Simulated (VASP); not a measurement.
Crystal: Tm.

```
Tm
1.0
    -1.97055    1.97055    1.97055
     1.97055   -1.97055    1.97055
     1.97055    1.97055   -1.97055
Tm
1
Direct
  0.00000 0.00000 0.00000
```

This isn't the form of Tm at room conditions, which is hcp.

Base run:

* Program: VASP 6.6.1
* Functional: PBE
* Potentials or basis: VASP PAW PBE potentials, release 64 (Tm)
* Cutoff: 520 eV
* k mesh: 10 × 10 × 10
* Occupations: fermi-dirac, width 0.05 eV
* Spin: collinear spin, ferromagnetic start
* Starting moments: [2.0] μB

Its results: band gap on the k mesh none (metal or under the smearing width); pressure 2.8 GPa; net moment 1.14 μB per cell; site moments Tm +1.22 μB.

**Question.** The run is repeated on the same cell with these changes: further incar settings from ALGO = Normal; EDIFF = 1e-07; NBANDS = 22 to ALGO = Normal; EDIFF = 1e-06; NBANDS = 22; moments at the start from [2.0] to [3.5]. What comes out?

**Answer.** Band gap on the k mesh none (metal or under the smearing width); pressure 1.6 GPa; net moment 1.14 μB per cell; site moments Tm +1.22 μB.

Caveats: the magnetic or orbital state may not be the lowest; spin-orbit coupling is left out, which moves the levels of the heavy elements.
